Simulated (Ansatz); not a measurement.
# AlN (P6_3/mmc): Grüneisen parameters

Aim: how the phonons of AlN (P6_3/mmc) shift with volume, and the thermal expansion that follows.

Main program and level: Ansatz 0.2.0; DFT LDA, scalar-relativistic, plane waves, PAW; PAW set soft_1.

## 1. Starting point

The structure is hexagonal, space group P6_3/mmc (No. 194). Conventional cell: a = 3.276 Å, b = 3.276 Å, c = 4.101 Å, α = 90.00°, β = 90.00°, γ = 120.00°. Al has 5 N at 1.89 to 2.05 Å nearest. Nearest to N lie 5 Al at 1.89 to 2.05 Å. Farther neighbours and most contacts between anions are not listed.

## 2. Phonons on a q mesh

The cell comes from relaxations at this level that are not shown. Stability and thermal properties need the whole zone. Linear response on a 3×3×4 q mesh gives force constants as far as a supercell of that size would, and the tensors from the zone-centre run are typed in so that the long-range dipole term is interpolated apart.

input.yaml reads:

```yaml
crystal:
  lattice:
    - [3.2756806184, 0.0, 0.0]
    - [-1.6378403092, 2.8368226302, 0.0]
    - [0.0, 0.0, 4.1006263668]
  atoms:
    - { symbol: Al, position: [0.3333333333, 0.6666666667, 0.75] }
    - { symbol: Al, position: [0.6666666667, 0.3333333333, 0.25] }
    - { symbol: "N", position: [0.3333333333, 0.6666666667, 0.25] }
    - { symbol: "N", position: [0.6666666667, 0.3333333333, 0.75] }
kpoints:
  mp_grid: { grid: [9, 9, 8] }
hamiltonian:
  xc: lda
  pseudopotentials: { kind: paw, azcp: { folder: soft_1 }, xc_functional: pbe }
scf:
  occupations: { method: fixed }
output:
  eigenvalues: true
phonons:
  method: dfpt
  qmesh: [3, 3, 4]
  temperatures: { t_max: 1000, t_step: 50 }
  qpath:
    path:
      - [[0.0, 0.0, 0.0], [0.5, 0.0, 0.0], [0.33333333, 0.33333333, 0.0], [0.0, 0.0, 0.0], [0.0, 0.0, 0.5], [0.5, 0.0, 0.5], [0.33333333, 0.33333333, 0.5], [0.0, 0.0, 0.5]]
      - [[0.5, 0.0, 0.5], [0.5, 0.0, 0.0]]
      - [[0.33333333, 0.33333333, 0.5], [0.33333333, 0.33333333, 0.0]]
    npoints: 10
  non_analytic_term:
    high_frequency_dielectric_tensor: [[4.4381, 0.0, 0.0], [0.0, 4.4381, 0.0], [0.0, 0.0, 4.8404]]
    born_effective_charges:
      - { species: Al, tensor: [[2.5317, 0.0, 0.0], [0.0, 2.5317, 0.0], [0.0, 0.0, 3.1101]] }
      - { species: Al, tensor: [[2.5317, 0.0, 0.0], [0.0, 2.5317, 0.0], [0.0, 0.0, 3.1101]] }
      - { species: "N", tensor: [[-2.5317, 0.0, 0.0], [0.0, -2.5317, 0.0], [0.0, 0.0, -3.1101]] }
      - { species: "N", tensor: [[-2.5317, 0.0, 0.0], [0.0, -2.5317, 0.0], [0.0, 0.0, -3.1101]] }
    source: "zone-centre run at this cell"
```

Started as:

```sh
ansatz run input.yaml --threads 4 --pin off --max-ram 10240MiB --backend cpu --events-out ev --progress --plain --runs-dir out
```

Numbers of over 12 decimals in the logs are rounded to 6 here.

Log:

```text
Warning: phonons: the dynamical matrix that this run interpolates holds no multipole term above the dipole-dipole one, and a site of this crystal is no centre of inversion, so its interpolated transverse optical and acoustic branches and sound speeds can stay off near Gamma, and the density of states and the thermodynamics with them. What a run solves at a wave vector of phonons.qpoints, Gamma apart, where the deck admits one, is free of this, and under fd what a larger phonons.supercell samples
Engine: ansatz 0.2.0, aarch64-unknown-linux-gnu
Pseudopotentials: kind: paw
Pseudopotential: Al, paw, valence charge 3, recommended cutoff 420 eV (normal), soft_1/Al.paw.azcp
Pseudopotential: N, paw, valence charge 5, recommended cutoff 420 eV (normal), soft_1/N.paw.azcp
Functional definition: SPW92
  exchange = slater_x
  correlation = pw_c
Crystal: 4 atoms, lattice volume = 38.105 Å³
Basis set: ecut = 420 eV, 745 PW (Γ), exchange–correlation on 48×48×60 points (8 copies of the dense FFT grid, shifted against one another)
Bands: 12, of which v1, the nominal top of the filled ones, is band 8 counted from 1 (7 counted from 0)
Symmetry: 24 space group operations
k-points: 60 of 648
Non-local potential: Al, projectors of the file, l = 0: 2, l = 1: 2, l = 2: 1
Non-local potential: N, projectors of the file, l = 0: 2, l = 1: 2, l = 2: 1
PAW form: soft (Blöchl's): semilocal exchange-correlation on the pseudo side does not see the compensation charge
PAW frozen core: Al, regenerated for the run's functional, and the local potential with it (the file was generated under x = pbe(κ = 0.804, μ = 0.219515), c = pbe(β = 0.066725))
PAW frozen core: N, regenerated for the run's functional, and the local potential with it (the file was generated under x = pbe(κ = 0.804, μ = 0.219515), c = pbe(β = 0.066725))
PAW one-centre angular grid: Al, 110 points (default); XC on 64 Gauss nodes
PAW one-centre angular grid: N, 110 points (default); XC on 64 Gauss nodes
Initial density: superposition of atomic densities (chi_scale 0.1, normalization cell, long waves kept (reshape's long-wave potential 0.00 eV rms))
Initial wavefunctions: pseudopotential atomic-orbital guess
Functional: x = slater, c = lda
SCF iter   1: F=—  HF=-1782.321081 eV  |F-HF|=—  |Δ(HF+E_count)|=         —  Δρ=1.38e-1  dr2=8.69e0  ethr=3.10e-3  ⟨swp⟩=4.7  Hψ=3842  notcnv=0  defer=61
preconditioner: auto → none  [insulator: Δε(μ)=5.320 eV  Ē_g=14.966 eV  n_scr=8 (ndim 8)  ℏωp=24.1 eV  f_vac=0.000  ε∞_Penn≈3.6]
SCF iter   2: F=—  HF=-1779.747818 eV  |F-HF|=—  |Δ(HF+E_count)|=    2.57e0  Δρ=7.20e-2  dr2=1.14e0  ethr=3.10e-3  ⟨swp⟩=3.0  Hψ=2136  notcnv=0  defer=108
SCF iter   3: F=—  HF=-1779.390877 eV  |F-HF|=—  |Δ(HF+E_count)|=   3.57e-1  Δρ=2.10e-2  dr2=9.09e-2  ethr=3.10e-3  ⟨swp⟩=2.5  Hψ=1715  notcnv=0  defer=118
SCF iter   4: F=—  HF=-1779.353092 eV  |F-HF|=—  |Δ(HF+E_count)|=   3.78e-2  Δρ=7.27e-4  dr2=9.29e-5  ethr=5.68e-4  ⟨swp⟩=2.0  Hψ=840  notcnv=0  defer=119
SCF iter   5: F=—  HF=-1779.352993 eV  |F-HF|=—  |Δ(HF+E_count)|=   9.84e-5  Δρ=1.84e-4  dr2=6.97e-6  ethr=5.80e-7  ⟨swp⟩=2.0  Hψ=1198  notcnv=0  defer=120
SCF iter   6: F=—  HF=-1779.352990 eV  |F-HF|=—  |Δ(HF+E_count)|=   3.54e-6  Δρ=2.12e-5  dr2=5.37e-8  ethr=4.36e-8  ⟨swp⟩=2.0  Hψ=1071  notcnv=0  defer=9
SCF iter   7: F=—  HF=-1779.352991 eV  |F-HF|=—  |Δ(HF+E_count)|=   1.38e-6  Δρ=8.47e-7  dr2=1.30e-10  ethr=3.35e-10  ⟨swp⟩=2.0  Hψ=1208  notcnv=0  defer=1
SCF iter   8: F=-1779.352991 eV  HF=-1779.352991 eV  |F-HF|=4.55e-13  |Δ(HF+E_count)|=  3.48e-11  Δρ=5.46e-8  dr2=9.92e-13  ethr=1.00e-12  ⟨swp⟩=6.3  Hψ=4087  notcnv=0
SCF 1 converged in 8 iterations: F = -1779.352991 eV  dr2 = 9.92e-13
  greatest PAW one-centre occupation: 0.784 electrons in one spin orbital (limit 2), on the N atom at site 3 (counted from 0), in its partial waves of l = 0
NSCF: frozen V_eff on 60 k-points
NSCF: frozen V_eff on 125 k-points
DFPT response loops at q = (0, 0, 0) (fractional): preconditioner auto → none (the input reference at scf.mixing.eps_inf says where Resta's filter doesn't serve); β = 0.50; Broyden in place of MSR1
NSCF: frozen V_eff on 400 k-points
DFPT response loops at q = (0, 0, 0.25) (fractional): preconditioner auto → Resta (q_TF=auto, 2.361 Å⁻¹)  ε∞=4.1 (no band partly filled); β = 1.00, the filter's whole step (`scf.mixing.beta` (0.50) is not read by the response loops at its default; to damp them type it under 1.00, their step now; it binds the ground state too); Broyden in place of MSR1
NSCF: frozen V_eff on 250 k-points
DFPT response loops at q = (0, 0, -0.5) (fractional): mixed as the last ones told, above
NSCF: frozen V_eff on 450 k-points
DFPT response loops at q = (0, 0.333333, 0) (fractional): preconditioner auto → none (the input reference at scf.mixing.eps_inf says where Resta's filter doesn't serve); β = 0.50; Broyden in place of MSR1
NSCF: frozen V_eff on 720 k-points
DFPT response loops at q = (0, 0.333333, 0.25) (fractional): mixed as the last ones told, above
NSCF: frozen V_eff on 450 k-points
DFPT response loops at q = (0, 0.333333, -0.5) (fractional): preconditioner auto → Resta (q_TF=auto, 2.361 Å⁻¹)  ε∞=4.1 (no band partly filled); β = 1.00, the filter's whole step (`scf.mixing.beta` (0.50) is not read by the response loops at its default; to damp them type it under 1.00, their step now; it binds the ground state too); Broyden in place of MSR1
NSCF: frozen V_eff on 450 k-points
DFPT response loops at q = (0.333333, 0.333333, 0) (fractional): preconditioner auto → none (the input reference at scf.mixing.eps_inf says where Resta's filter doesn't serve); β = 0.50; Broyden in place of MSR1
NSCF: frozen V_eff on 720 k-points
DFPT response loops at q = (0.333333, 0.333333, 0.25) (fractional): mixed as the last ones told, above
NSCF: frozen V_eff on 450 k-points
DFPT response loops at q = (0.333333, 0.333333, -0.5) (fractional): mixed as the last ones told, above
SCF converged after 8 iterations
Free energy (F): -1779.352991 eV
Harris-Foulkes:  -1779.352991 eV  (|F-HF|=4.55e-13)
Internal energy: -1779.352991 eV  (E = F + TS)
E sigma→0 (E₀):  -1779.352991 eV
Fermi energy:    9.192620 eV
--- Per-component energies (eV) ---
  E_band       = 42.533393
  E_kinetic    = 317.720351
  E_local      = -400.829233  (includes V_loc(G=0)·N_el)
  E_nonlocal   = 92.160716
  E_hartree    = 150.021192
  E_xc         = -197.708184
  E_vxc        = -215.648864  (∫ρ·V_xc dr)
  E_paw        = -1129.014890  (= ΣΔE_a)
  E_vpaw       = -50.913706  (= ΣTr[D̂ρ^β])
  E_aug_tail   = 0.001752  (compensation charges beyond the density's cutoff)
  E_ewald      = -611.976215
  E_core_change = 0.271521  (= ΣΔE_core)
  E_smearing   = -0.000000  (= −TS)
  E_closure    = -0.000000  (closes the sum)
  Σ components = -1779.352991   (vs F -1779.352991, Δ=0.00e0)
--- Band table (eV; the first three rows and the last of 60) ---
  k-point 0: bands = [... 4 lower, 5.8040, 7.5577, 7.5577, 9.1926, 12.8120, 13.7930, 17.4625, 17.4625]
  k-point 1: bands = [... 4 lower, 5.8640, 7.4861, 7.4861, 8.7775, 13.1431, 13.9731, 17.3252, 17.3252]
  k-point 2: bands = [... 4 lower, 6.0381, 7.2822, 7.2822, 7.8241, 13.8510, 14.4482, 17.1577, 17.1577]
  k-point 59: bands = [... 4 lower, 3.8740, 3.8740, 8.3825, 8.3825, 16.0740, 16.0740, 17.6127, 17.6127]
--- Phonons (Γ-DFPT): 4 representative perturbations + reference (Σ response iterations 12) ---
  ASR residual: 2.435e-5 → 0.000e0 eV/Å²; symmetrization residual: 1.098e-6 eV/Å²
  ASR residual per site (eV/Å²): 7.27e-6 7.27e-6 2.44e-5 2.44e-5
  Γ frequencies (cm⁻¹): 0.00 0.00 0.00 285.84 338.09 338.09 417.61 685.93 685.93 687.60 701.76 701.76
--- Phonons (arbitrary-q DFPT): 9 irreducible q on the 3×3×4 mesh ---
  q = [0.0000, 0.0000, 0.0000] (star 1, of the zone-centre solve; hermiticity 1.18e-7, symmetrization 3.73e-14): -0.00 0.00 0.00 285.84 338.09 338.09 417.61 685.93 685.93 687.60 701.76 701.76
  q = [0.0000, 0.0000, 0.2500] (star 2, 4 solved perturbations in 592 linear systems a pass and spin channel, the states on 200 of 648 k-point pairs; hermiticity 7.60e-8, symmetrization 8.95e-12): 150.42 150.42 188.20 322.49 322.49 408.74 685.01 685.01 691.38 696.39 696.39 779.02
  q = [0.0000, 0.0000, -0.5000] (star 1, 4 solved perturbations in 370 linear systems a pass and spin channel, the states on 125 of 648 k-point pairs; hermiticity 7.85e-8, symmetrization 2.79e-12): 264.23 264.23 264.23 264.23 337.13 337.13 687.38 687.38 687.38 687.38 727.50 727.50
  q = [0.0000, 0.3333, 0.0000] (star 6, 6 solved perturbations on 225 of 648 k-point pairs; hermiticity 9.39e-8, symmetrization 4.98e-15): 149.96 234.16 370.36 375.70 393.68 407.69 497.27 634.12 651.88 703.10 716.62 844.73
  q = [0.0000, 0.3333, 0.2500] (star 12, 6 solved perturbations on 360 of 648 k-point pairs; hermiticity 6.60e-8, symmetrization 1.79e-15): 229.98 230.26 337.41 379.70 406.17 459.31 526.99 589.57 660.66 707.14 734.77 833.50
  q = [0.0000, 0.3333, -0.5000] (star 6, 6 solved perturbations on 225 of 648 k-point pairs; hermiticity 4.92e-8, symmetrization 7.14e-15): 271.62 271.62 328.90 328.90 471.53 471.53 554.12 554.12 683.58 683.58 787.44 787.44
  q = [0.3333, 0.3333, 0.0000] (star 2, 4 solved perturbations in 640 linear systems a pass and spin channel, the states on 225 of 648 k-point pairs; hermiticity 9.33e-8, symmetrization 2.61e-8): 285.09 314.33 314.33 469.31 469.31 489.54 540.33 540.33 652.16 715.42 715.42 763.91
  q = [0.3333, 0.3333, 0.2500] (star 4, 4 solved perturbations in 1024 linear systems a pass and spin channel, the states on 360 of 648 k-point pairs; hermiticity 7.77e-8, symmetrization 2.39e-8): 292.99 292.99 345.28 446.94 446.94 474.75 555.52 555.52 672.01 726.21 726.21 751.06
  q = [0.3333, 0.3333, -0.5000] (star 2, 4 solved perturbations in 640 linear systems a pass and spin channel, the states on 225 of 648 k-point pairs; hermiticity 6.37e-8, symmetrization 2.49e-8): 277.79 277.79 400.20 400.20 427.73 427.73 594.98 594.98 715.24 715.24 727.51 727.51
  sum rule: each row above includes the acoustic sum rule's correction from the zone centre's row sums; it moved no ω² by more than (0.69 cm⁻¹)²
  mesh force constants: q→R imaginary residual 0.00e0; ASR residual 2.435e-5 → 0.000e0 eV/Å²; symmetrization residual 3.197e-14 eV/Å²
  interpolated dispersion: 94 rows × 12 modes
  density of states and harmonic sums: on the 24×24×16 q-mesh, interpolated from the force constants of a 3×3×4 supercell (with the dipole–dipole term of supplied tensors)
  largest difference from the sums on the solved wave vectors: F 1.39e-2 eV, S 2.12e-5 and C_V 7.02e-6 eV/K
  zero-point energy: 0.377548 eV/cell   skipped modes (ω ≤ 0): 3   left out of the sums: 2.71e-5 of the cell's modes: C_V's classical limit lies that fraction below 3 k_B per atom; for a crystal, a wire or a layer, F and S can be off by more, and a phonons.interpolated_qmesh denser along its periods is the remedy for the sampling
```

Elapsed: 76 s, on 4 threads of Arm Neoverse V1, shared host; peak memory 0.73 GiB.

The column dr2 measures how far the density is from self-consistency, as an energy; F and HF (Harris–Foulkes) agree once it is small.

This step gave:

```
gap on the k-mesh                                       : 3.619 eV
volume per atom                                         : 9.526 Å³
sum-rule residual before enforcement                    : 2.44e-5 eV/Å²
lowest frequency on the path                            : 0 cm⁻¹
point group                                             : 6/mmm
highest frequency on the path or at a solved wavevector : 935.4 cm⁻¹
mean frequency                                          : 507.5 cm⁻¹
Debye temperature (second moment)                       : 1008 K
logarithmic mean frequency                              : 465.4 cm⁻¹
highest optical mode at the zone centre (no LO-TO term) : 701.8 cm⁻¹
lowest optical zone-centre mode                         : 285.8 cm⁻¹
lowest mode on the q mesh (acoustic modes at Γ apart)   : 150.0 cm⁻¹
zero-point energy per atom                              : 94.39 meV
heat capacity at 300 K                                  : 15.57 J/(mol atoms K)
vibrational entropy at 300 K                            : 10.63 J/(mol atoms K)
```

Frequencies (cm⁻¹) solved at each irreducible wavevector; negative means imaginary. Frequencies by wavevector, by row:

| q in reciprocal lattice units | star | mode 1 | mode 2 | mode 3 | mode 4 | mode 10 | mode 11 | mode 12 |
| --- | --- | --- | --- | --- | --- | --- | --- | --- |
| 0 0 0 | 1 | 0 | 0 | 0 | 285.8 | 687.6 | 701.8 | 701.8 |
| 0 0 0.25 | 2 | 150.4 | 150.4 | 188.2 | 322.5 | 696.4 | 696.4 | 779 |
| 0 0 -0.5 | 1 | 264.2 | 264.2 | 264.2 | 264.2 | 687.4 | 727.5 | 727.5 |
| 0 0.3333 0 | 6 | 150 | 234.2 | 370.4 | 375.7 | 703.1 | 716.6 | 844.7 |
| 0 0.3333 0.25 | 12 | 230 | 230.3 | 337.4 | 379.7 | 707.1 | 734.8 | 833.5 |
| 0 0.3333 -0.5 | 6 | 271.6 | 271.6 | 328.9 | 328.9 | 683.6 | 787.4 | 787.4 |
| 0.3333 0.3333 0 | 2 | 285.1 | 314.3 | 314.3 | 469.3 | 715.4 | 715.4 | 763.9 |
| 0.3333 0.3333 0.25 | 4 | 293 | 293 | 345.3 | 446.9 | 726.2 | 726.2 | 751.1 |
| 0.3333 0.3333 -0.5 | 2 | 277.8 | 277.8 | 400.2 | 400.2 | 715.2 | 727.5 | 727.5 |

Symmetry leaves 9 wavevectors to solve. The lowest mode among them, the acoustic zeros apart, lies at q = (0, 0.333, 0) and is real, 150 cm⁻¹.

## 3. Relaxing at another volume, volume ratio 0.97

The volume is scaled by 0.97 and held, while shape and atoms relax as far as symmetry allows. The modes can then be followed against volume.

input.yaml, the sections that differ from step 2:

```yaml
crystal:
  lattice:
    - [3.242590673, 0.0, 0.0]
    - [-1.6212953365, 2.8081658969, 0.0]
    - [0.0, 0.0, 4.0592030664]
  atoms:
    - { symbol: Al, position: [0.3333333333, 0.6666666667, 0.75] }
    - { symbol: Al, position: [0.6666666667, 0.3333333333, 0.25] }
    - { symbol: "N", position: [0.3333333333, 0.6666666667, 0.25] }
    - { symbol: "N", position: [0.6666666667, 0.3333333333, 0.75] }
output:
  forces: true
  stress: true
  eigenvalues: true
relax:
  adjacent_minimum: "off"
  f_tol: 0.001
  max_steps: 60
  cell: { stress_tol: 0.01, fix: [volume] }
# kpoints, hamiltonian, scf: as in step 2
# phonons: removed
```

Log:

```text
[...]
Crystal: 4 atoms, lattice volume = 36.962 Å³
Basis set: ecut = 420 eV, 745 PW (Γ)
Bands: 12, of which v1, the nominal top of the filled ones, is band 8 counted from 1 (7 counted from 0)
Symmetry: 24 space group operations
[...]
k-points: 60 of 648
[...]
cell:  # Å, volume = 36.9620 Å³
    - [3.247236, 0.0, 0.0]
    - [-1.623618, 2.812189, 0.0]
    - [0.0, 0.0, 4.047597]
  atoms:
    - { symbol: Al, position: [0.333333, 0.666667, 0.750000] }
    - { symbol: Al, position: [0.666667, 0.333333, 0.250000] }
    - { symbol: N, position: [0.333333, 0.666667, 0.250000] }
    - { symbol: N, position: [0.666667, 0.333333, 0.750000] }
[key lines of the parts left out:]
SCF converged after 3 iterations
Free energy (F): -1779.327863 eV
Fermi energy:    9.568614 eV
P = ⅓ Tr σ = 7.2240 GPa (72.240 kbar)
```

Elapsed: 2.9 s, on 4 threads; peak memory 0.38 GiB; 10 s of CPU time.

Relaxation path:

| step | energy less that of the first step (eV) | largest force component (eV/Å) | pressure (GPa) | volume (Å³) |
| --- | --- | --- | --- | --- |
| 1 | 0.0000 | 0.0000 | 7.33 | 36.96 |
| 2 | -0.0001 | 0.0000 | 7.31 | 36.96 |
| 3 | -0.0004 | 0.0000 | 7.22 | 36.96 |
| 4* | -0.0004 | 0.0000 | 7.23 | 36.96 |
| 5 | -0.0004 | 0.0000 | 7.22 | 36.96 |
| 6* | -0.0004 | 0.0000 | 7.22 | 36.96 |

Relaxation steps marked * repeat the geometry before them on a plane-wave basis chosen anew for their cell, so energy and pressure can jump there.

The run keeps the 24 symmetry operations that it works with, so distortions that break them were not tested.

| conventional cell, symmetrised | before | after | change |
| --- | --- | --- | --- |
| a (Å) | 3.243 | 3.247 | +0.1 % |
| b (Å) | 3.243 | 3.247 | +0.1 % |
| c (Å) | 4.059 | 4.048 | -0.3 % |
| volume (Å³/atom) | 9.24 | 9.24 | -0.0 % |

This step gave:

```
pressure           : 7.224 GPa
gap on the k-mesh  : 3.850 eV
volume per atom    : 9.241 Å³
direct gap on mesh : 3.850 eV
```

The cell shrank by 0.0 % in volume.

(Continued in part 2 of 3.)

[Logs are printed without paths, hosts, clocks, repeated set-up lines and the standing remarks that a program may print on its own settings, such as how far it seeks lower states.]

[Hosts, paths, dates, database ids (printed as entryN), source tags and the programs' standing remarks are cut or masked in the printed files.]
